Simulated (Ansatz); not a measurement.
HgTe (Coloradoite):

```xyz
2
Lattice="0.0000 3.2145 3.2145 3.2145 0.0000 3.2145 3.2145 3.2145 0.0000" Properties=species:S:1:pos:R:3 pbc="T T T"
Hg    0.0000    0.0000    0.0000
Te    4.8217    4.8217    4.8217
```

Base run:

```yaml
Program: Ansatz 0.2.0
Functional: PBEsol
Potentials_or_basis: all-electron PAW datasets made for the crystal
Cutoff: 240 eV (chosen from the basis error)
k_mesh: 6 × 6 × 6
Occupations: fermi-dirac, width 0.05 eV
Spin: no spin polarisation
```

Its results: band gap on the k mesh none (metal or under the smearing width); pressure 1.8 GPa.

Task: The run is repeated on the same cell with these changes: functional from PBEsol to HSE06; cutoff from 240 eV (chosen from the basis error) to 290 eV (chosen from the basis error). What comes out?

Result: Band gap on the k mesh none (metal or under the smearing width); pressure 3.0 GPa.

Caveats: the k mesh is thin for a metal, which can move the energy by tens of meV per atom; the program warned that the printed levels may be off, so bands, gaps and densities of states are rough (some runs).

The runs don't all hold the same shells in valence.
